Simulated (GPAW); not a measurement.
Wanted: an ASE script for a GPAW 26.7.0 run.

```yaml
Task: relaxation of cell and atoms
Functional: PBEsol
Potentials_or_basis: PAW data sets generated in the run's folder for this functional
Cutoff: 600 eV
Basis: pw
k_mesh: 6 × 6 × 2
Occupations: fermi-dirac, width 0.05 eV
Spin: no spin polarisation
Target_pressure: 30 GPa
Maxiter: 150
Optimizer: BFGS
Fmax: 0.02 eV/Å
Max_steps: 60
Target_pressure: 30 GPa
Convergence: density=1e-05 forces=0.0001
```

The system is Ge.

```
Ge
1.0
     4.05040    0.00000    0.00000
    -2.02520    3.50775    0.00000
     0.00000    0.00000   10.99336
Ge
4
Direct
  0.66667 0.33333 0.41485
  0.33333 0.66667 0.91485
  0.00000 0.00000 0.47745
  0.00000 0.00000 0.97745
```

This isn't the form of Ge at room conditions, which is diamond.

The input as run:

run.py

```python
from ase import Atoms
from ase.filters import FrechetCellFilter
from ase.io import write
from ase.optimize import BFGS
from ase.units import GPa
from gpaw import GPAW, PW, setup_paths

setup_paths.insert(0, '.')

atoms = Atoms(['Ge', 'Ge', 'Ge', 'Ge'],
              cell=[[4.0504045371, 0.0, 0.0],
                    [-2.0252022685, 3.5077532247, 0.0],
                    [0.0, 0.0, 10.993359]],
              scaled_positions=[[0.6666666667, 0.3333333333, 0.414848],
                                [0.3333333333, 0.6666666667, 0.914848],
                                [0.0, 0.0, 0.477452],
                                [0.0, 0.0, 0.977452]],
              pbc=True)

calc = GPAW(mode=PW(600),
            xc='PBEsol',
            kpts={'size': (6, 6, 2), 'gamma': True},
            occupations={'name': 'fermi-dirac', 'width': 0.05},
            nbands=18,
            convergence={'density': 1e-05, 'forces': 0.0001},
            maxiter=150,
            txt='gpaw.txt')
atoms.calc = calc
opt = BFGS(FrechetCellFilter(atoms, scalar_pressure=30 * GPa), trajectory='relax.traj', logfile='-')
done = opt.run(fmax=0.02, steps=60)
calc.write('gs.gpw')
write('result.traj', atoms)
print('Converged:', done)
print('Cell:', atoms.cell.cellpar().round(4))
print('Volume:', round(atoms.get_volume(), 4))
print(atoms.get_scaled_positions().round(5))
```

Potentials or basis: PAW data sets generated in the run's folder for this functional, pw.

The run is started by

```bash
$ gpaw-setup -f PBEsol Ge
$ OMP_NUM_THREADS=1 python run.py
```

Results of the run:

* Relaxed volume: 15.35 Å³/atom
* Relaxed cell: a = 3.477 Å, b = 3.477 Å, c = 5.863 Å, α = 90.00°, β = 90.00°, γ = 120.00°
* Space group after relaxing (to 0.05 Å): P6_3/mmc (No. 194)
* Energy change on relaxing (the enthalpy is what falls): -129.4 meV/atom
* Ionic steps: 23
* Pressure after relaxing: 30.0 GPa
* Largest force after relaxing: 0.007 eV/Å
* Band gap on the k mesh: none (metal or under the smearing width)

Caveat: later steps reuse the first step's grids; the volume moved by over 15 % at a fixed basis, so the end points are rough.

Run time: 5.1 min on 1 thread of Arm Neoverse V1, with other jobs on the host, peak memory 0.27 GiB.
